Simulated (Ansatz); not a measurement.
RbBr:

```
Rb Br
1.0
     4.12608    0.00000    0.00000
     0.00000    4.12608    0.00000
     0.00000    0.00000    4.12608
Rb Br
1 1
Cartesian
  0.0000 0.0000 0.0000
  2.0630 2.0630 2.0630
```

The cell comes from a database or a generator and needn't be the stable form of this composition.

Base run:

```yaml
Program: Ansatz 0.2.0
Functional: HSE(alpha, omega)
Potentials_or_basis: all-electron PAW datasets made for the crystal
Cutoff: 250 eV (chosen from the basis error)
k_mesh: 4 × 4 × 4
Occupations: fermi-dirac, width 0.05 eV
Spin: no spin polarisation
```

Its results: band gap on the k mesh 4.32 eV, indirect (least direct gap 4.47 eV); pressure 0.7 GPa.

The run is repeated on the same cell with these changes: share of exact exchange from 0.05 to 0.25. What comes out?

Band gap on the k mesh 5.29 eV, indirect (least direct gap 5.45 eV); pressure 0.5 GPa.

A k mesh can miss the band edges.
